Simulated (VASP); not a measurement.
# Li (Im-3m) in VASP: notebook

One crystal, Li, is run at these levels: PBE; tasks: single point, relaxation of cell and atoms.

Program: VASP 6.6.1. These are calculated values, not measurements. Logs are shortened: lines on timing, memory, paths and dates and some standing lists are left out, and cuts for length are marked.

## 1. The structure

Symmetry: Im-3m, No. 229, cubic system. The conventional cell has a = 3.434 Å, b = 3.434 Å, c = 3.434 Å, α = 90.00°, β = 90.00°, γ = 90.00°. Around Li (site symmetry m-3m) lie 8 Li at 2.97 Å.

## 2. Single point, PBE

Input file INCAR:

```
SYSTEM = Li
PREC = Accurate
ENCUT = 520
EDIFF = 1E-6
ISMEAR = 0
SIGMA = 0.1
LREAL = .False.
LASPH = .True.
NELM = 100
ALGO = Normal
ISIF = 2
LWAVE = .False.
LCHARG = .True.
GGA = PE
LELF = .True.
LVHAR = .True.
NBANDS = 8
```

Input file KPOINTS:

```
Automatic mesh
0
Gamma
  18 18 18
  0 0 0
```

Input file POSCAR:

```
Li
1.0
   -1.7170491874      1.7170491874      1.7170491874
    1.7170491874     -1.7170491874      1.7170491874
    1.7170491874      1.7170491874     -1.7170491874
Li
1
Direct
    0.0000000000      0.0000000000      0.0000000000
```

Potentials or basis: VASP PAW PBE potentials, release 64 (Li_sv).

Started as:

```
cat potpaw_PBE.64/Li_sv/POTCAR > POTCAR
mpirun -np 1 vasp_std > vasp.out
```

OUTCAR:

```text
SYSTEM = Li
   PREC = Accurate
   ENCUT = 520
   EDIFF = 1E-6
   ISMEAR = 0
   LREAL = .False.
   LASPH = .True.
   NELM = 100
   ISIF = 2
   GGA = PE

 ion  position               nearest neighbor table
   1  0.000  0.000  0.000-

  LATTYP: Found a body centered cubic cell.
 ALAT       =     3.4340983748

  Lattice vectors:

 A1 = (  -1.7170491874,   1.7170491874,   1.7170491874)
 A2 = (   1.7170491874,  -1.7170491874,   1.7170491874)
 A3 = (   1.7170491874,   1.7170491874,  -1.7170491874)

Analysis of symmetry for initial positions (statically):
=====================================================================
 Subroutine PRICEL returns:
 Original cell was already a primitive cell.

 Routine SETGRP: Setting up the symmetry group for a
 body centered cubic supercell.

 Subroutine GETGRP returns: Found 48 space group operations
 (whereof 48 operations were pure point group operations)
 out of a pool of 48 trial point group operations.

The static configuration has the point symmetry O_h .

Analysis of symmetry for dynamics (positions and initial velocities):
=====================================================================
 Subroutine PRICEL returns:
 Original cell was already a primitive cell.

 Routine SETGRP: Setting up the symmetry group for a
 body centered cubic supercell.

 Subroutine GETGRP returns: Found 48 space group operations
 (whereof 48 operations were pure point group operations)
 out of a pool of 48 trial point group operations.

The dynamic configuration has the point symmetry O_h .

 Subroutine INISYM returns: Found 48 space group operations
 (whereof 48 operations are pure point group operations),
 and found     1 'primitive' translations

----------------------------------------------------------------------------------------

                                     Primitive cell

  volume of cell :      20.2492

  direct lattice vectors                    reciprocal lattice vectors
    -1.717049187  1.717049187  1.717049187     0.000000000  0.291197249  0.291197249
     1.717049187 -1.717049187  1.717049187     0.291197249  0.000000000  0.291197249
     1.717049187  1.717049187 -1.717049187     0.291197249  0.291197249  0.000000000

  length of vectors
     2.974016432  2.974016432  2.974016432     0.411815099  0.411815099  0.411815099

  position of ions in fractional coordinates (direct lattice)
     0.000000000  0.000000000  0.000000000

  ion indices of the primitive-cell ions
   primitive index   ion index
                 1           1

----------------------------------------------------------------------------------------

 KPOINTS: Automatic mesh

Automatic generation of k-mesh.
 Grid dimensions read from file:
 generate k-points for:   18   18   18

 Generating k-lattice:

  Cartesian coordinates                     Fractional coordinates (reciprocal lattice)
     0.000000000  0.016177625  0.016177625     0.055555556  0.000000000  0.000000000
     0.016177625  0.000000000  0.016177625     0.000000000  0.055555556  0.000000000
     0.016177625  0.016177625  0.000000000     0.000000000  0.000000000  0.055555556

  Length of vectors
     0.022878617  0.022878617  0.022878617

  Shift w.r.t. Gamma in fractional coordinates (k-lattice)
     0.000000000  0.000000000  0.000000000

 Subroutine IBZKPT returns following result:
 ===========================================

 Found    195 irreducible k-points:

 Following reciprocal coordinates:
            Coordinates               Weight
  0.000000  0.000000  0.000000      1.000000
  0.055556  0.000000  0.000000     12.000000
  0.111111  0.000000  0.000000     12.000000
  0.166667  0.000000  0.000000     12.000000
  0.222222  0.000000  0.000000     12.000000
  0.277778  0.000000  0.000000     12.000000
[... 16 lines left out ...]
  0.333333  0.111111  0.000000     48.000000
  0.388889  0.111111  0.000000     48.000000
 [... further k-points ...]
   k-points           NKPTS =    195   k-points in BZ     NKDIM =    195   number of bands    NBANDS=      8
   number of dos      NEDOS =    301   number of ions     NIONS =      1
   total plane-waves  NPLWV =  13824
   dimension x,y,z NGX =    24 NGY =   24 NGZ =   24
   dimension x,y,z NGXF=    48 NGYF=   48 NGZF=   48
   ions per type =               1
   NGX,Y,Z   is equivalent  to a cutoff of  13.42, 13.42, 13.42 a.u.
   NGXF,Y,Z  is equivalent  to a cutoff of  26.83, 26.83, 26.83 a.u.
 SYSTEM =  Li
   PREC   = accura    normal or accurate (medium, high low for compatibility)
   ISTART =      0    job   : 0-new  1-cont  2-samecut
   ICHARG =      2    charge: 1-file 2-atom 10-const
   ISPIN  =      1    spin polarized calculation?
   LNONCOLLINEAR =      F non collinear calculations
   LSORBIT =      F    spin-orbit coupling
   LASPH  =      T    aspherical Exc in radial PAW
   ENCUT  =  520.0 eV  38.22 Ry    6.18 a.u.   5.53  5.53  5.53*2*pi/ulx,y,z
   NELM   =    100;   NELMIN=  2; NELMDL= -5     # of ELM steps
   EDIFF  = 0.1E-05   stopping-criterion for ELM
   LREAL  =      F    real-space projection
   EDIFFG = 0.1E-04   stopping-criterion for IOM
   NSW    =      0    number of steps for IOM
   IBRION =     -1    ionic relax: 0-MD 1-quasi-New 2-CG
   NFREE  =      0    steps in history (QN), initial steepest desc. (CG)
   ISIF   =      2    stress and relaxation
   ISYM   =      2    0-nonsym 1-usesym 2-fastsym
   POTIM  = 0.5000    time-step for ionic-motion
   TEBEG  =    0.0;   TEEND  =   0.0 temperature during run
   PSTRESS=    0.0 pullay stress
   NELECT =       3.0000    total number of electrons
   NUPDOWN=      -1.0000    fix difference up-down
   EMIN   =  10.00;   EMAX   =-10.00  energy-range for DOS
   EFERMI =   0.00;   METHOD = LEGACY
   ISMEAR =     0;   SIGMA  =   0.10  broadening in eV -4-tet -1-fermi 0-gaus
   EFERMI_NEDOS =   21; number of points for ismear=-14 and -15
   IALGO  =     38    algorithm
   IMIX   =      4    mixing-type and parameters
     AMIX     =   0.40;   BMIX     =  1.00
     AMIX_MAG =   1.60;   BMIX_MAG =  1.00
  volume/ion in A,a.u.               =      20.25       136.65
  Fermi-wavevector in a.u.,A,eV,Ry     =   0.866255  1.636985 10.209785  0.750398
  Thomas-Fermi vector in A             =   1.984618
   LORBIT       =      0    0 simple, 1 ext, 2 COOP (PROOUT), +10 PAW based schemes
   GGA     = PE    functional components
   LHFCALC =     F    Hartree Fock is set to
   AEXX    =    0.0000 exact exchange contribution
   IVDW    =     0    specifies the selected vdW correction
   LEPSILON=     F    determine dielectric tensor
   LRPA    =     F    only Hartree local field effects (RPA)
 non-spin polarized calculation
 Gauss-broadening in eV      SIGMA  =   0.10
  energy-cutoff  :      520.00
  volume of cell :       20.25
 maximum number of plane-waves:       563
 NGX is ok and might be reduce to    24
   NGX = 11   NGY = 11   NGZ = 11

 number of electron       3.0000000 magnetization

 Free energy of the ion-electron system (eV)
  ---------------------------------------------------
  ext. energy  EPLUGINS =         0.00000000
  ---------------------------------------------------
  free energy    TOTEN  =        -1.90618767 eV

  energy without entropy =       -1.90366190  energy(sigma->0) =       -1.90492478

 E-fermi :   0.6343     XC(G=0):  -7.0467

 val. band max:        0.6059741755   @ k =   0.2778   0.2222   0.0000
 cond. band min:       0.6585990871   @ k =   0.3333   0.1667  -0.0000
 fundamental gap:      0.0526249116
 Fermi energy:         0.6343421728

 k-point     1 :       0.0000    0.0000    0.0000
  band No.  band energies     occupation
      1     -45.8993      2.00000
      2      -2.9336      2.00000
      3      15.2438      0.00000
      4      15.2438      0.00000
      5      15.2438      0.00000
      6      20.0173      0.00000
      7      20.0173      0.00000
      8      20.0173      0.00000

 k-point     2 :       0.0556    0.0000    0.0000
  band No.  band energies     occupation
      1     -45.8987      2.00000
      2      -2.8751      2.00000
      3      14.8477      0.00000
      4      14.9387      0.00000
      5      15.1408      0.00000
      6      19.0188      0.00000
      7      19.1873      0.00000
      8      20.3262      0.00000

 k-point     3 :       0.1111    0.0000    0.0000
  band No.  band energies     occupation
      1     -45.8970      2.00000
      2      -2.6998      2.00000
      3      13.6640      0.00000
      4      14.2537      0.00000
      5      14.8444      0.00000
      6      17.9866      0.00000
      7      18.0748      0.00000
      8      19.9030      0.00000

 k-point     4 :       0.1667    0.0000    0.0000
  band No.  band energies     occupation
      1     -45.8945      2.00000
      2      -2.4075      2.00000
      3      11.9930      0.00000
      4      13.4828      0.00000
      5      14.4062      0.00000
      6      17.0753      0.00000
      7      17.5218      0.00000
      8      19.8445      0.00000

 k-point     5 :       0.2222    0.0000    0.0000
  band No.  band energies     occupation
      1     -45.8912      2.00000
      2      -1.9984      2.00000
      3      10.2067      0.00000
      4      12.7607      0.00000
      5      13.9105      0.00000
      6      16.2212      0.00000
      7      17.3615      0.00000
      8      20.0942      0.00000
[... 177 lines left out ...]
 k-point    22 :       0.2778    0.1111    0.0000
  band No.  band energies     occupation
      1     -45.8838      2.00000
      2      -0.6646      2.00000
      3       6.9452      0.00000
      4      10.3865      0.00000
      5      12.1181      0.00000
      6      16.8692      0.00000
      7      17.7897      0.00000
      8      21.2921      0.00000

 k-point    23 :       0.3333    0.1111    0.0000
  band No.  band energies     occupation
      1     -45.8814      2.00000
      2       0.0476      2.00000
      3       5.5385      0.00000
      4      10.0442      0.00000
      5      11.7937      0.00000
      6      16.6109      0.00000
      7      18.0270      0.00000
      8      21.9503      0.00000

 k-point    24 :       0.3889    0.1111    0.0000
  band No.  band energies     occupation
      1     -45.8797      2.00000
      2       0.7471      0.11076
      3       4.4179      0.00000
      4       9.8376      0.00000
      5      11.5954      0.00000
      6      16.4434      0.00000
      7      18.2313      0.00000
      8      22.6572      0.00000

 [... further k-points ...]

------------------------ aborting loop because EDIFF is reached ----------------------------------------

  FORCE on cell =-STRESS in cart. coord.  units (eV):
  Direction    XX          YY          ZZ          XY          YZ          ZX
  --------------------------------------------------------------------------------------
  -------------------------------------------------------------------------------------
  Total       -0.0091026     -0.0091026     -0.0091026     -0.0000000      0.0000000     -0.0000000
  in kB       -0.7202250     -0.7202250     -0.7202250     -0.0000000      0.0000000     -0.0000000
  external PRESSURE =      -0.7202250 kB  Pullay stress =       0.0000000 kB

 VOLUME and BASIS-vectors are now :
 -----------------------------------------------------------------------------
  energy-cutoff  :      520.00
  volume of cell :       20.25
      direct lattice vectors                 reciprocal lattice vectors
    -1.717049187  1.717049187  1.717049187     0.000000000  0.291197249  0.291197249
     1.717049187 -1.717049187  1.717049187     0.291197249  0.000000000  0.291197249
     1.717049187  1.717049187 -1.717049187     0.291197249  0.291197249  0.000000000

 POSITION                                       TOTAL-FORCE (eV/Angst)
 -----------------------------------------------------------------------------------
      0.00000      0.00000      0.00000         0.000000      0.000000      0.000000
 -----------------------------------------------------------------------------------
    total drift:                               -0.000000      0.000000     -0.000000

  FREE ENERGIE OF THE ION-ELECTRON SYSTEM (eV)
  ---------------------------------------------------
  free  energy   TOTEN  =        -1.9061876705 eV

  energy  without entropy=       -1.9036618990  energy(sigma->0) =       -1.90492478
```

Run time: 14 s. Hardware: 1 thread of Intel Xeon Platinum 8488C (Sapphire Rapids), shared host; peak memory 0.14 GiB.

What came out:

| Quantity | Value |
| --- | --- |
| Free energy | -1.9062 eV |
| Band gap on the k mesh | none (metal or under the smearing width) |

Caveat: the cutoff is under 1.25 times the usual one of these potentials, so pressure, stress and relaxed cells hold a basis-set (Pulay) error.

## 3. Relaxation of cell and atoms, PBE

This run uses another cell than the first one, of 20.34 Å³/atom, 1.005 times its volume.

Input file INCAR:

```
SYSTEM = Li
ALGO     = Normal         ! electronic algorithm
EDIFF    = 1E-7           ! SCF threshold, eV
EDIFFG   = -0.002         ! ionic threshold
ENCUT    = 600            ! plane-wave cutoff, eV
GGA      = PE             ! functional
IBRION   = 2              ! ionic algorithm
ISIF     = 3              ! what is computed and relaxed
ISMEAR   = 0              ! smearing method
LASPH    = .TRUE.         ! aspherical terms in the spheres
LCHARG   = .FALSE.        ! write CHGCAR
LREAL    = .FALSE.        ! projectors in reciprocal space
LWAVE    = .FALSE.        ! write WAVECAR
NELM     = 100            ! most SCF steps
NSW      = 100            ! ionic steps
PREC     = Accurate       ! precision mode
SIGMA    = 0.1            ! smearing width, eV
```

Input file KPOINTS:

```
k-points
0
G
  18 18 18
  0 0 0
```

Input file POSCAR:

```
Li
1.0
   -1.7196562300      1.7196562300      1.7196562300
    1.7196562300     -1.7196562300      1.7196562300
    1.7196562300      1.7196562300     -1.7196562300
Li
1
Direct
    0.0000000000      0.0000000000      0.0000000000
```

Potentials or basis: VASP PAW PBE potentials, release 64 (Li_sv).

Started as:

```
cat potpaw_PBE.64/Li_sv/POTCAR > POTCAR
mpirun -np 1 vasp_std > vasp.out
```

It took 19 s on 1 thread of Intel Xeon Platinum 8488C (Sapphire Rapids), shared host; peak memory 0.14 GiB.

Results (log left out):

| Property | Result |
| --- | --- |
| Free energy | -1.9060 eV |
| Relaxed volume | 20.08 Å³/atom |
| Relaxed cell | a = 2.966 Å, b = 2.966 Å, c = 2.966 Å, α = 109.47°, β = 109.47°, γ = 109.47° |
| Space group after relaxing (to 0.05 Å) | Im-3m (No. 229) |
| Energy gained by relaxing | 0.1 meV/atom |
| Ionic steps | 3 |
| Pressure after relaxing | 0.0 GPa |
| Band gap on the k mesh | none (metal or under the smearing width) |

The path:
```tsv
step	energy change (eV)	largest force (eV/Å)	pressure (GPa)	volume (Å³)
1	0.0000	0.0000	-0.17	20.34
2	-0.0001	0.0000	-0.13	20.28
3	-0.0001	0.0000	0.00	20.08
```

Final structure:
```xyz
1
Lattice="-1.7123 1.7123 1.7123 1.7123 -1.7123 1.7123 1.7123 1.7123 -1.7123" Properties=species:S:1:pos:R:3 pbc="T T T"
Li    0.0000    0.0000    0.0000
```

Levels at points of the mesh, in eV from the Fermi level:
| k point | band 1 | band 2 | band 3 | band 4 |
| --- | --- | --- | --- | --- |
| (0.00, 0.00, 0.00) | -46.52 | -3.58 | 14.70 | 14.70 |
| (0.50, 0.00, 0.00) | -46.50 | 0.24 | 3.28 | 10.42 |
| (0.50, 0.50, 0.50) | -46.48 | 5.55 | 5.55 | 5.55 |

Caveat: the cutoff is under 1.25 times the usual one of these potentials, so pressure, stress and relaxed cells hold a basis-set (Pulay) error.

## 4. Single point, PBE

Input file INCAR:

```
SYSTEM = Li
PREC = Accurate
ENCUT = 520
EDIFF = 1E-7
ISMEAR = 0
SIGMA = 0.1
LREAL = .FALSE.
LASPH = .TRUE.
NELM = 100
ALGO = Normal
ISIF = 2
LWAVE = .FALSE.
LCHARG = .FALSE.
GGA = PE
NBANDS = 8
```

Input file KPOINTS:

```
Automatic mesh
0
G
  18 18 18
  0 0 0
```

Input file POSCAR:

```
Li
1.0
   -1.7170491874      1.7170491874      1.7170491874
    1.7170491874     -1.7170491874      1.7170491874
    1.7170491874      1.7170491874     -1.7170491874
Li
1
Direct
    0.0000000000      0.0000000000      0.0000000000
```

Started as:

```
cat potpaw_PBE.64/Li_sv/POTCAR > POTCAR
mpirun -np 1 vasp_std > vasp.out
```

Wall time 11 s (1 thread of Intel Xeon Platinum 8488C (Sapphire Rapids), shared host); peak memory 0.14 GiB.

It converged, with:

| Quantity | Value |
| --- | --- |
| Free energy | -1.9062 eV |
| Band gap on the k mesh | none (metal or under the smearing width) |

Levels at points of the mesh, in eV from the Fermi level:
```csv
k point,band 1,band 2,band 3,band 4,band 5,band 6
"(0.00, 0.00, 0.00)",-46.53,-3.57,14.61,14.61,14.61,19.38
"(0.50, 0.00, 0.00)",-46.51,0.24,3.25,10.36,11.84,13.63
"(0.50, 0.50, 0.50)",-46.50,5.52,5.52,5.52,7.77,7.77
```

Caveat: the cutoff is under 1.25 times the usual one of these potentials, so pressure, stress and relaxed cells hold a basis-set (Pulay) error.
